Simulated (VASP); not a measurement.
# GaP: relaxed cell and band gap, by functional

GaP, F-43m (no. 216), 2 atoms in the cell.

| Functional | Volume (Å³/atom) | Change from the starting volume (fraction) | Gap, path and mesh (eV) | Time (s) |
|---|---|---|---|---|
| RPBE | 21.40 | 0.058 | 1.50 | 99 |
| revPBE | 21.25 | 0.050 | 1.52 | 111 |
| AM05 | 20.14 | -0.005 | 1.54 | 111 |
| PW91 | 20.84 | 0.030 | 1.57 | 92 |
| BLYP | 21.96 | 0.085 | 1.05 | 129 |
| optB88 exchange with PBE correlation | 20.35 | 0.005 | 1.52 | 85 |
| optB86b exchange with PBE correlation | 20.05 | -0.009 | 1.43 | 75 |
| PW86R exchange with PBE correlation | 21.60 | 0.067 | 1.16 | 80 |
| CX exchange with PBE correlation | 19.82 | -0.021 | 1.36 | 83 |

## Input of the first row

INCAR.step1:
```
SYSTEM = GaP
ALGO = Normal
EDIFF = 1E-7
EDIFFG = -0.005
ENCUT = 600
GGA = RP
GGA_COMPAT = .FALSE.
IBRION = 2
ISIF = 3
ISMEAR = 0
LASPH = .TRUE.
LCHARG = .FALSE.
LREAL = .FALSE.
LWAVE = .FALSE.
NELM = 150
NSW = 60
PREC = Accurate
SIGMA = 0.02
```

INCAR.step2, as INCAR.step1 but for:
```
- NSW = 60
+ NSW = 40
```

INCAR.step3, as INCAR.step2 but for:
```
- EDIFFG = -0.005
- IBRION = 2
- ISIF = 3
- NSW = 40
+ ISIF = 2
+ NBANDS = 16
```

KPOINTS:
```
k-points
0
Gamma
  7 7 7
```

KPOINTS_OPT:
```
path GXWKGLUWLK,UX
8
line-mode
reciprocal
 0.0000000000  0.0000000000  0.0000000000  G
 0.5000000000  0.0000000000  0.5000000000  X

 0.5000000000  0.0000000000  0.5000000000  X
 0.5000000000  0.2500000000  0.7500000000  W

 0.5000000000  0.2500000000  0.7500000000  W
 0.3750000000  0.3750000000  0.7500000000  K

 0.3750000000  0.3750000000  0.7500000000  K
 0.0000000000  0.0000000000  0.0000000000  G

 0.0000000000  0.0000000000  0.0000000000  G
 0.5000000000  0.5000000000  0.5000000000  L

 0.5000000000  0.5000000000  0.5000000000  L
 0.6250000000  0.2500000000  0.6250000000  U

 0.6250000000  0.2500000000  0.6250000000  U
 0.5000000000  0.2500000000  0.7500000000  W

 0.5000000000  0.2500000000  0.7500000000  W
 0.5000000000  0.5000000000  0.5000000000  L

 0.5000000000  0.5000000000  0.5000000000  L
 0.3750000000  0.3750000000  0.7500000000  K

 0.6250000000  0.2500000000  0.6250000000  U
 0.5000000000  0.0000000000  0.5000000000  X
```

POSCAR.step1:
```
GaP
1.0
    0.0000000000      2.7252500000      2.7252500000
    2.7252500000      0.0000000000      2.7252500000
    2.7252500000      2.7252500000      0.0000000000
Ga P
1 1
Direct
    0.0000000000      0.0000000000      0.0000000000
    0.7500000000      0.7500000000      0.7500000000
```

Commands (each step's output is kept before the next begins):
```
cat potpaw_PBE.64/Ga_d/POTCAR potpaw_PBE.64/P/POTCAR > POTCAR
cp INCAR.step1 INCAR
cp POSCAR.step1 POSCAR
mpirun -np 1 vasp_std > vasp.out
cp CONTCAR POSCAR
rm WAVECAR CHG
cp INCAR.step2 INCAR
mpirun -np 1 vasp_std > vasp.out
cp CONTCAR POSCAR
rm WAVECAR CHG
cp INCAR.step3 INCAR
mpirun -np 1 vasp_std > vasp.out
```

Changes of the last row against the first:
```
(all steps)
- GGA = RP
+ GGA = CX
```

VASP 6.6.1 took 99 s on 1 core (Intel Xeon Platinum 8259CL @ 2.50GHz (Skylake/Cascade Lake)), a shared host.
